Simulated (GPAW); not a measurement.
# CoO (R-3m) in GPAW: single point with PBE

Aim: the single point of CoO with PBE.

Program: GPAW 26.7.0. These are calculated values, not measurements. Logs are shortened: lines on timing, memory, paths and dates and some standing lists are left out, and cuts for length are marked. The log counts tension as positive stress, the text compression.

## Step 1: The crystal as given

It takes space group R-3m (No. 166, trigonal). The conventional cell has a = 3.011 Å, b = 3.011 Å, c = 7.320 Å, α = 90.00°, β = 90.00°, γ = 120.00°. Co (site symmetry -3m) is surrounded by 6 O at 2.12 Å. O (site symmetry -3m) has 6 Co at 2.12 Å as nearest neighbours.

The cell is a database's computed one.

## Step 2: Single point, PBE, collinear spin, ferromagnetic start

File run.py:

```python
from ase.io import read
from gpaw import PW
from gpaw.dft import DFT

atoms = read('CoO.cif')
atoms.set_initial_magnetic_moments([2.0, 0.0])

dft = DFT(atoms,
          mode=PW(800),
          xc='PBE',
          kpts={'size': (11, 11, 11), 'gamma': True},
          occupations={'name': 'fermi-dirac', 'width': 0.05},
          nbands=17,
          convergence={'density': 1e-05, 'energy': 1e-05},
          maxiter=150,
          txt='gpaw.txt')
print(f'Energy: {dft.calculate_energy():.6f} eV')
print('Forces (eV/A):')
print(dft.calculate_forces().round(4))
print('Stress (eV/A^3):', dft.calculate_stress().round(6))
print('Moments:', dft.magmoms()[1].round(3))
dft.write_gpw_file('gs.gpw')
```

File CoO.cif:

```cif
data_CoO
_cell_length_a 2.99585737
_cell_length_b 2.99585737
_cell_length_c 2.99585737
_cell_angle_alpha 60.33333983
_cell_angle_beta 60.33333983
_cell_angle_gamma 60.33333983
_space_group_name_H-M_alt 'P1'
_space_group_name_Hall 'P 1'
_space_group_IT_number 1
loop_
_space_group_symop_operation_xyz
'x,y,z'
loop_
_atom_site_label
_atom_site_type_symbol
_atom_site_symmetry_multiplicity
_atom_site_Wyckoff_symbol
_atom_site_fract_x
_atom_site_fract_y
_atom_site_fract_z
_atom_site_occupancy
Co1 Co 1 a 0.0000000000 0.0000000000 0.0000000000 1
O1 O 1 a 0.5000000000 0.5000000000 0.5000000000 1
```

Potentials or basis: GPAW PAW data sets (gpaw-data 1.2.1), pw.

Command:

```bash
> OMP_NUM_THREADS=1 python run.py
```

gpaw.txt:

```text
Diagonalizing LCAO Hamiltonian
Converting LCAO to pw mode

                O

       Co

Atoms  # Å, Bohr magnetons
|   | symbol |        x |        y |        z |    initial magnetic moments |
|---|--------|----------|----------|----------|-----------------------------|
| 0 |     Co | 0.000000 | 0.000000 | 0.000000 | ( 0.0000,  0.0000,  2.0000) |
| 1 |      O | 2.980738 | 1.732510 | 1.228173 | ( 0.0000,  0.0000,  0.0000) |

Unit cell  # Å
| periodic |        x |        y |        z |  lengths |    angles |
|----------|----------|----------|----------|----------|-----------|
|      yes | 2.995857 | 0.000000 | 0.000000 | 2.995857 | 60.333340 |
|      yes | 1.482809 | 2.603159 | 0.000000 | 2.995857 | 60.333340 |
|      yes | 1.482809 | 0.861861 | 2.456346 | 2.995857 | 60.333340 |

Number of symmetries: 12
Symmetry operations  # r_c * U_cc + t_c -> r_c
|    | kind |            matrix            |
|----|------|------------------------------|
|  0 |  E   |  1, 0, 0,  0, 1, 0,  0, 0, 1 |
|  1 |  σ   |  1, 0, 0,  0, 0, 1,  0, 1, 0 |
|  2 |  σ   |  0, 1, 0,  1, 0, 0,  0, 0, 1 |
|  3 |  C3  |  0, 1, 0,  0, 0, 1,  1, 0, 0 |
|  4 |  C3  |  0, 0, 1,  1, 0, 0,  0, 1, 0 |
|  5 |  σ   |  0, 0, 1,  0, 1, 0,  1, 0, 0 |
|  6 |  C2  |  0, 0,-1,  0,-1, 0, -1, 0, 0 |
|  7 |  S6  |  0, 0,-1, -1, 0, 0,  0,-1, 0 |
|  8 |  S6  |  0,-1, 0,  0, 0,-1, -1, 0, 0 |
|  9 |  C2  |  0,-1, 0, -1, 0, 0,  0, 0,-1 |
| 10 |  C2  | -1, 0, 0,  0, 0,-1,  0,-1, 0 |
| 11 |  i   | -1, 0, 0,  0,-1, 0,  0, 0,-1 |

BZ-sampling:
  Number of BZ points: 1331
  Number of IBZ points: 146

  Monkhorst-Pack size: [11, 11, 11]
  Monkhorst-Pack shift: [0, 0, 0]

K-points  # in reciprocal-cell coordinates
|     |                                coordinates |     weight |
|-----|--------------------------------------------|------------|
|   0 | (  0.00000000,   0.00000000,   0.00000000) | 0.00075131 |
|   1 | (  0.09090909,   0.00000000,  -0.09090909) | 0.00450789 |
|   2 | (  0.09090909,   0.00000000,   0.00000000) | 0.00450789 |
|   3 | (  0.09090909,   0.09090909,  -0.09090909) | 0.00450789 |
|   4 | (  0.09090909,   0.09090909,   0.00000000) | 0.00450789 |
|   5 | (  0.09090909,   0.09090909,   0.09090909) | 0.00150263 |
|   6 | (  0.18181818,  -0.09090909,  -0.09090909) | 0.00450789 |
|   7 | (  0.18181818,   0.00000000,  -0.18181818) | 0.00450789 |
|   8 | (  0.18181818,   0.00000000,  -0.09090909) | 0.00901578 |
|   9 | (  0.18181818,   0.00000000,   0.00000000) | 0.00450789 |
| ... |                                            |            |
| 145 | (  0.45454545,   0.45454545,   0.45454545) | 0.00150263 |

Plane wave coefficients: 995
Cutoff: 800.0 eV

Spin-components: 2 (collinear spins)
Bands:           17
Projectors:      11
Spin-degeneracy: 1
Datatype:        complex128

Density:
  Valence electrons: 15.0
  Components: 2
  Grid points: [20 20 20]
  Charge: 0.0  # |e|

Potential:
  Grid points: [20 20 20]

species:
  Co:
    name:    Cobalt
    Z:       27.0
    valence: 9
    core:    18
    charge:  0.0  # [|e|]
    compensation charges:
      type: gauss
      rc: 0.32  # [Å]
      lmax: 2
    cutoffs:
      filter: 1.87  # [Å]
      core: 2.55  # [Å]
    projectors
    | kind |    occ | energy [eV] | rcut [Å] |
    |------|--------|-------------|----------|
    |   4s |  2.000 |      -5.469 |    1.005 |
    |   4p |  0.000 |      -1.277 |    1.058 |
    |   3d |  7.000 |      -8.205 |    1.005 |
    |    s |        |      21.742 |    1.005 |
    |    p |        |      25.934 |    1.058 |
    |    d |        |      19.007 |    1.005 |

    Using partial waves for Co as LCAO basis

  O:
    name:    Oxygen
    Z:       8.0
    valence: 6
    core:    2
    charge:  0.0  # [|e|]
    compensation charges:
      type: gauss
      rc: 0.21  # [Å]
      lmax: 2
    cutoffs:
      filter: 1.17  # [Å]
      core: 0.83  # [Å]
    projectors
    | kind |    occ | energy [eV] | rcut [Å] |
    |------|--------|-------------|----------|
    |   2s |  2.000 |     -23.961 |    0.688 |
    |   2p |  4.000 |      -9.029 |    0.598 |
    |    s |        |       3.251 |    0.688 |
    |    p |        |      18.182 |    0.598 |
    |    d |        |       0.000 |    0.619 |

    Using partial waves for O as LCAO basis

Reference energy: -39943.562207  # eV

eigensolver:
  PPCG
  Converge bands: occupied
  niter=2

density mixing:
  MSR1-Mixer
  Pratt-step length: 0.05
  Maximum mixing coefficient: 0.75
  Old densities: 10
  SVD Regularization: 0.005
  Good broyden scale: 1.0
  Trust region scale: 1.0
  Backstep threshold: 4.0
  History deletion threshold: 6.0
  Fourier metric: weight=20.0, sigma=0.015

occupation numbers:
  Fermi-Dirac:
    width: 0.0500  # eV

poisson solver:
  ecut: 6400.0  # eV

xc functional:
[... 7 lines left out ...]

SCF iterations
|iter     | |      energy | eigst |  dens |  magmom |
|---------|-|-------------|-------|-------|---------|
|iter:   1| |  -14.738830 | -0.05 |       |  +2.0015|
|iter:   2| |  -14.579576 | -2.09 | -0.83 |  +2.0386|
|iter:   3| |  -14.324797 | -1.98 | -0.89 |  +2.2181|
|iter:   4| |  -14.392299 | -2.74 | -1.29 |  +2.3415|
|iter:   5| |  -14.448374 | -2.63 | -1.48 |  +2.5564|
|iter:   6| |  -14.465381 | -2.98 | -1.83 |  +2.8144|
|iter:   7| |  -14.465181 | -3.44 | -1.78 |  +2.8210|
|iter:   8| |  -14.466303 | -4.10 | -2.36 |  +2.9174|
|iter:   9| |  -14.466318 | -5.24 | -2.83 |  +2.9006|
|iter:  10| |  -14.466378c| -5.85 | -3.39 |  +2.9081|
|iter:  11| |  -14.466374c| -7.27 | -3.91 |  +2.9061|
|iter:  12| |  -14.466376c| -7.67c| -4.35 |  +2.9064|
|iter:  13| |  -14.466376c| -7.63c| -4.48 |  +2.9060|
|iter:  14| |  -14.466378c| -7.87c| -4.73 |  +2.9061|
|iter:  15| |  -14.466379c| -7.65c| -5.07c|  +2.9061|
SCF steps: 15
Energy contributions relative to reference atoms: (reference = -39943.562207)

Energy contributions:
  Kinetic:          28.065781
  Coulomb:         -24.559776
  Zero:              0.106380
  External:          0.000000
  Xc:              -18.062092
  Entropy:          -0.033344
  Spinorbit:         0.000000
  ----------------------------
  Free energy:     -14.483051
  Extrapolated:    -14.466379

Forces  # eV/Ang
|        x |        y |        z |
|----------|----------|----------|
|  0.00000 | -0.00000 |  0.00000 |  # Co   0
| -0.00000 |  0.00000 | -0.00000 |  # O    1

Stress tensor  # eV/Ang^3
|         x |         y |         z |
|-----------|-----------|-----------|
| -0.002349 |  0.001062 |  0.000753 |
|  0.001062 | -0.003558 |  0.000437 |
|  0.000753 |  0.000437 | -0.003865 |

Total magnetic moment: (0.000000, 0.000000, 2.906118)

Local magnetic moments
|        x |        y |        z |
|----------|----------|----------|
| 0.000000 | 0.000000 | 2.511326 |  # Co   0
| 0.000000 | 0.000000 | 0.230049 |  # O    1

Writing to gs.gpw (mode='')

  __  _  _
 | _ |_)|_||  |
 |__||  | ||/\| - 26.7.0

Input parameters:
  mode=PW(ecut=800.0),
  convergence={'density': 1e-05, 'energy': 1e-05},
  kpts=MonkhorstPack(size=(11, 11, 11), gamma=True),
  maxiter=150,
  nbands=17,
  occupations=Occupations(name='fermi-dirac', width=0.05),
  xc=XC(name='PBE')
# Writing to gs.gpw (mode='')
```

Wall time 2 min (1 thread of Intel Xeon Platinum 8488C (Sapphire Rapids), shared host); peak memory 0.26 GiB.

What came out:

* Free energy: -14.4831 eV
* Pressure: 0.5 GPa
* Band gap on the k mesh: none (metal or under the smearing width)
* Net moment: 2.91 μB per cell
* Site moments: Co +2.51; O +0.23 μB

Levels at points of the mesh, in eV from the Fermi level:
Spin up:
```csv
k point,band 7,band 8,band 9,band 10,band 11,band 12
"(0.00, 0.00, 0.00)",-3.12,-3.12,-3.07,0.89,16.80,17.96
```
Spin down:
| k point | band 3 | band 4 | band 5 | band 6 | band 7 | band 8 | band 9 | band 10 |
| --- | --- | --- | --- | --- | --- | --- | --- | --- |
| (0.00, 0.00, 0.00) | -2.74 | -2.69 | -1.14 | -1.14 | -1.12 | 0.05 | 0.05 | 1.43 |

Caveat: a cell with one magnetic atom can't hold antiferromagnetic order, which such compounds often take; semilocal functionals often make such compounds metallic where correlation or magnetic order opens a gap, which also shifts bond lengths. With open d or f shells a metallic result of PBE can be an artefact of self-interaction; +U or a hybrid may open a gap.

## Step 3: For comparison

An earlier run on the cell as given: functional PBE; potentials or basis GPAW PAW data sets (gpaw-data 1.2.1); cutoff 800 eV; basis pw; k mesh 11 × 11 × 11; occupations fermi-dirac, width 0.05 eV; collinear spin, ferromagnetic start; starting moments [2.0, 0.0] μB.

- Pressure: 0.5 GPa
- Band gap on the k mesh: none (metal or under the smearing width)
- Net moment: 2.91 μB per cell
- Site moments: Co +2.51; O +0.23 μB
